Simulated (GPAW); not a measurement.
Wanted: an ASE script for a GPAW 26.7.0 run.

```
Task                : relaxation of cell and atoms
Functional          : PBE
Dispersion          : D4
Potentials or basis : GPAW PAW data sets (gpaw-data 1.2.1)
Cutoff              : 600 eV
Basis               : pw
k mesh              : 12 × 12 × 12
Occupations         : fermi-dirac, width 0.05 eV
Spin                : no spin polarisation
Maxiter             : 150
Optimizer           : LBFGS
Fmax                : 0.05 eV/Å
Max steps           : 100
Convergence         : density=1e-05 forces=0.0001
```

The structure of W lies in POSCAR:

```
W
1.0
   -1.5823450000      1.5823450000      1.5823450000
    1.5823450000     -1.5823450000      1.5823450000
    1.5823450000      1.5823450000     -1.5823450000
W
1
Direct
    0.0000000000      0.0000000000      0.0000000000
```

One way to write it, as run:

run.py

```python
from ase.calculators.mixing import SumCalculator
from ase.filters import FrechetCellFilter
from ase.io import read, write
from ase.optimize import LBFGS
from dftd4.ase import DFTD4
from gpaw import GPAW, PW

atoms = read('POSCAR')

calc = GPAW(mode=PW(600),
            xc='PBE',
            kpts={'size': (12, 12, 12), 'gamma': True},
            occupations={'name': 'fermi-dirac', 'width': 0.05},
            nbands=16,
            convergence={'density': 1e-05, 'forces': 0.0001},
            maxiter=150,
            txt='gpaw.txt')
atoms.calc = SumCalculator([calc, DFTD4(method='pbe')])
opt = LBFGS(FrechetCellFilter(atoms), trajectory='relax.traj', logfile='-')
done = opt.run(fmax=0.05, steps=100)
calc.write('gs.gpw')
write('result.traj', atoms)
print('Converged:', done)
print('Cell:', atoms.cell.cellpar().round(4))
print('Volume:', round(atoms.get_volume(), 4))
print(atoms.get_scaled_positions().round(5))
```

Potentials or basis: GPAW PAW data sets (gpaw-data 1.2.1), pw.

Run with:

```console
$ OMP_NUM_THREADS=1 python run.py
```

Results of the run:

```json
{"Relaxed volume": "15.76 Å³/atom", "Relaxed cell": "a = 2.736 Å, b = 2.736 Å, c = 2.736 Å, α = 109.47°, β = 109.47°, γ = 109.47°", "Space group after relaxing (to 0.05 Å)": "Im-3m (No. 229)", "Energy gained by relaxing": "0.1 meV/atom", "Ionic steps": "2", "Pressure after relaxing": "0.4 GPa", "Band gap on the k mesh": "none (metal or under the smearing width)", "Dispersion energy per atom": "-0.726 eV"}
```

Caveat: later steps reuse the first step's grids; pairwise dispersion overbinds metals, which lowers pressure and volume.

Wall time 19 s on 1 thread of Arm Neoverse V1 (shared host), peak memory 0.15 GiB.
